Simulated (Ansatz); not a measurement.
# Li2S: the cost of one run

The runs shown are made with Ansatz 0.2.0. G0W0, plane waves. No spin polarisation and no zero-point or thermal motion.

The COD entry's cell or inner coordinates are ideal or old and differ from later refinements, so a difference from it is no clean test against experiment.

## Step 1: The system as given

The cell was relaxed beforehand with r2SCAN.

The symmetry is Fm-3m (No. 225, cubic); a = 5.691 Å in the conventional setting, 15.36 Å³ an atom. Li has 4 S at 2.46 Å; S has 8 Li at 2.46 Å.

Structure file:

```
CELL_PARAMETERS angstrom
0.00000 2.84529 2.84529
2.84529 0.00000 2.84529
2.84529 2.84529 0.00000
ATOMIC_POSITIONS crystal
Li 0.25000 0.25000 0.25000
Li 0.75000 0.75000 0.75000
S 0.00000 0.00000 0.00000
```

## Step 2: From LDA, 90 empty bands, 110 eV

input.yaml

```yaml
crystal:
  lattice:
    - [0.0, 2.8452943747, 2.8452943747]
    - [2.8452943747, 0.0, 2.8452943747]
    - [2.8452943747, 2.8452943747, 0.0]
  atoms:
    - { symbol: Li, position: [0.25, 0.25, 0.25] }
    - { symbol: Li, position: [0.75, 0.75, 0.75] }
    - { symbol: S, position: [0.0, 0.0, 0.0] }
kpoints:
  mp_grid: { grid: [4, 4, 4] }
hamiltonian:
  xc: lda
scf:
  occupations: { method: fixed }
gw:
  n_empty_bands: 90
  ecut_chi: 110
  qp_bands: [v1, c1]
  qp_kpoints: band_edges
  screening: { model: godby_needs }
```

The run is started by

```console
> ansatz run input.yaml --threads 4 --pin off --max-ram 3686MiB --backend cpu --events-out ev --progress --plain --runs-dir out
```

Q: Estimate wall time and peak memory on 4 threads of Arm Neoverse N1, shared host.

About 3.8 s, with a peak of 0.32 GiB.
